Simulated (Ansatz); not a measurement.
The system is FeO (Wuestite).

```
CELL_PARAMETERS angstrom
1.51882 0.87689 2.51958
-1.51882 0.87689 2.51958
0.00000 -1.75378 2.51958
ATOMIC_POSITIONS crystal
Fe 0.00000 0.00000 0.00000
O 0.50000 0.50000 0.50000
```

Base run:

| Property | Result |
| --- | --- |
| Program | Ansatz 0.2.0 |
| Functional | LDA |
| Potentials or basis | all-electron LAPW, scalar-relativistic |
| Cutoff | 348 eV |
| Density cutoff | 1390 eV |
| Basis error allowed | 0.001 eV/atom |
| k mesh | 11 × 11 × 11 |
| Occupations | fermi-dirac, width 0.05 eV |
| Spin | collinear spin, ferromagnetic start |
| Starting moments | [3.0, 0.0] μB |

Its results: pressure -16.4 GPa; net moment 4.00 μB per cell; site moments Fe +3.59; O +0.34 μB.

The run is repeated on the same cell with these changes: functional from LDA to RPBE; occupations from fermi-dirac, width 0.05 eV to gaussian, width 0.1 eV. What comes out?

Pressure 4.2 GPa; net moment 4.00 μB per cell; site moments Fe +3.64; O +0.32 μB.

Caveats: a cell with one magnetic atom can't hold antiferromagnetic order, which such compounds often take.

Not every run made on this cell is shown here.
